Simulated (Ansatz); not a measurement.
**TaSi2: changing the functional**

The cell as given:

```xyz
9
Lattice="4.7839 0.0000 0.0000 -2.3920 4.1430 0.0000 0.0000 0.0000 6.5700" Properties=species:S:1:pos:R:3 pbc="T T T"
Ta   -1.1960    2.0715    2.1900
Ta    1.1960    2.0715    4.3800
Ta    2.3920    0.0000    0.0000
Si    1.1407    0.6586    2.1900
Si   -1.2512    3.4844    4.3800
Si    2.3920    2.8258    0.0000
Si    1.2512    3.4844    2.1900
Si    3.6432    0.6586    4.3800
Si    0.0000    1.3172    0.0000
```

Kept alike: task relaxation of cell and atoms; k mesh 7 × 7 × 4; occupations fermi-dirac, width 0.05 eV; no spin polarisation. Program: Ansatz, Ansatz PAW. Cutoffs run from 420 to 500 eV. The mesh is that of the run's cell of 9 atoms. No spin-orbit coupling.

| functional | volume (Å³/atom) | first edge of the run's cell (Å) | third edge of the run's cell (Å) |
| --- | --- | --- | --- |
| LDA | 14.040 | 4.729 | 6.526 |
| PBEsol | 14.292 | 4.756 | 6.565 |
| r2SCAN | 14.400 | 4.773 | 6.568 |

The relaxations keep at least the cell's symmetry (P6_422). For a metal such a mesh leaves the last digits unconverged. Relaxations stop with a little pressure left, so the last digits of a volume or edge aren't settled. All rows use potentials made for PBE.

The volume runs from 14.040 (LDA) to 14.400 Å³/atom (r2SCAN). The first edge of the run's cell runs from 4.729 (LDA) to 4.773 Å (r2SCAN). The third edge of the run's cell runs from 6.526 (LDA) to 6.568 Å (r2SCAN).

All three functionals describe nearly the same TaSi2 lattice, with the volume growing from LDA through PBEsol to r2SCAN. The small LDA cell reflects the usual overbinding of the local approximation. Gradient corrections favour the more inhomogeneous density of a stretched lattice, so they weaken the cohesion and let the bonds lengthen. The spread stays modest, probably because hybridisation between Ta 5d and Si 3p states, together with strong metallic cohesion, makes the disilicide stiff, so that a small change in exchange-correlation pressure moves the atoms little.

The expansion isn't uniform along the series. From LDA to PBEsol both edges lengthen by a similar fraction, whereas from PBEsol to r2SCAN the growth lies almost wholly in the first edge, 4.756 to 4.773 Å. This suggests a slightly different balance between bonding within the hexagonal TaSi2 layers and between them, though the shift is too small to establish one. The similar cells don't show that the functionals would agree on the energy order of competing disilicide stackings.
